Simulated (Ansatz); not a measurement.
Here is an Ansatz 0.2.0 calculation.

input.yaml

```yaml
crystal:
  lattice:
    - [0.0, 3.2145, 3.2145]
    - [3.2145, 0.0, 3.2145]
    - [3.2145, 3.2145, 0.0]
  atoms:
    - { symbol: Hg, position: [0.0, 0.0, 0.0] }
    - { symbol: Te, position: [0.75, 0.75, 0.75] }
kpoints:
  mp_grid: { grid: [6, 6, 6] }
scf:
  occupations: { method: fermi_dirac, width: 0.05 }
hamiltonian:
  xc: pbe0
  pseudopotentials: { kind: all_electron, datasets: crystal }
output:
  forces: true
  stress: true
```

Potentials or basis: all-electron PAW datasets made for the crystal.

The run is started by

```sh
$ ansatz run input.yaml --threads 2 --pin off --max-ram 8192MiB --backend cpu --events-out ev --progress --plain --runs-dir out
```

(1) Estimate the pressure.

(2) Estimate the band gap on the k mesh.

## Answers

(1) 2.9 GPa.

(2) 0.60 eV, direct.

Caveat: the program warned that the printed levels may be off, so bands, gaps and densities of states are rough; spin-orbit coupling is left out, which moves the levels of the heavy elements.
